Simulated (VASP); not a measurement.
# BeTe in VASP 6.6.1, single-point calculation

INCAR

```
SIGMA = 0.02
LASPH = .TRUE.
PREC = Accurate
ISIF = 2
NBANDS = 8
EDIFF = 1E-7
ISMEAR = -1
LWAVE = .FALSE.
GGA = PE
ENCUT = 520
LREAL = .FALSE.
NSW = 0
IBRION = -1
NELM = 120
LCHARG = .FALSE.
```

KPOINTS

```
KPOINTS created by Atomic Simulation Environment
0
Gamma
8 8 8
0 0 0
```

POSCAR

```
Be Te
 1.0000000000000000
     0.0000000000000000    2.7154786804000000    2.7154786804000000
     2.7154786804000000    0.0000000000000000    2.7154786804000000
     2.7154786804000000    2.7154786804000000    0.0000000000000000
 Be  Te
   1   1
Cartesian
  0.0000000000000000  0.0000000000000000  0.0000000000000000
  1.3577393402000000  1.3577393402000000  1.3577393402000000
```

The recommended PBE PAW datasets give the neutral cell 8 valence electrons.

Command

```
mpirun -np 1 vasp_std
```

Task: How does this run end, and what does it give?

Result: It converged. Results: gap between bands v and c on the k mesh 1.68 eV; least direct gap on the k mesh 3.50 eV; pressure 9.4 GPa. Band v is the last that the valence electrons fill when counted band by band, and c is the next.

OSZICAR

```
N       E                     dE             d eps       ncg     rms          rms(c)
DAV:   1     0.192212158582E+02    0.19221E+02   -0.33568E+03   464   0.800E+02
DAV:   2    -0.705717301596E+01   -0.26278E+02   -0.24735E+02   680   0.102E+02
DAV:   3    -0.770975938202E+01   -0.65259E+00   -0.65259E+00   568   0.206E+01
DAV:   4    -0.771462156828E+01   -0.48622E-02   -0.48622E-02   688   0.192E+00
DAV:   5    -0.771462799128E+01   -0.64230E-05   -0.64229E-05   592   0.611E-02    0.489E+00
DAV:   6    -0.753009250933E+01    0.18454E+00   -0.28065E-01   552   0.285E+00    0.289E+00
DAV:   7    -0.747991311371E+01    0.50179E-01   -0.17848E-01   624   0.232E+00    0.649E-01
DAV:   8    -0.748002919206E+01   -0.11608E-03   -0.75301E-03   512   0.632E-01    0.128E-01
DAV:   9    -0.748029972270E+01   -0.27053E-03   -0.45843E-04   632   0.168E-01    0.323E-02
DAV:  10    -0.748033431038E+01   -0.34588E-04   -0.79783E-05   536   0.554E-02    0.238E-02
DAV:  11    -0.748033517389E+01   -0.86352E-06   -0.29927E-06   688   0.121E-02    0.156E-02
DAV:  12    -0.748033699333E+01   -0.18194E-05   -0.53083E-06   520   0.181E-02    0.966E-03
DAV:  13    -0.748033705640E+01   -0.63067E-07   -0.10606E-07   616   0.195E-03
   1 F= -.74803371E+01 E0= -.74803371E+01  d E =-.166235E-10
```

For comparison, a separate PBE run of the intended cell, on usual settings and not on those above, gives a gap of 1.68 eV on its mesh and a pressure of 9.4 GPa.
